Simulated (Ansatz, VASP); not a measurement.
# Two plane-wave programs on La

```xyz
1
Lattice="0.0000 2.5849 2.5849 2.5849 0.0000 2.5849 2.5849 2.5849 0.0000" Properties=species:S:1:pos:R:3 pbc="T T T"
La    0.0000    0.0000    0.0000
```

Alike in both runs: task single point; functional LDA; k mesh 12 × 12 × 12; occupations fermi-dirac, width 0.1 eV; no spin polarisation.

```csv
,VASP,Ansatz
version,VASP 6.6.1,Ansatz 0.2.0
potentials or method,"VASP PAW LDA potentials, release 64 (La)","plane waves (420 eV) with PAW, scalar-relativistic"
plane-wave cutoff (eV),520,420
valence electrons in the cell,11,11
```

```csv
,VASP,Ansatz,Ansatz less VASP
pressure (GPa),-2.1,-2.0,+0.07
```

Ansatz warned: «pseudo_functional_mismatch».

Spin-orbit coupling is left out, which matters for the levels of La.
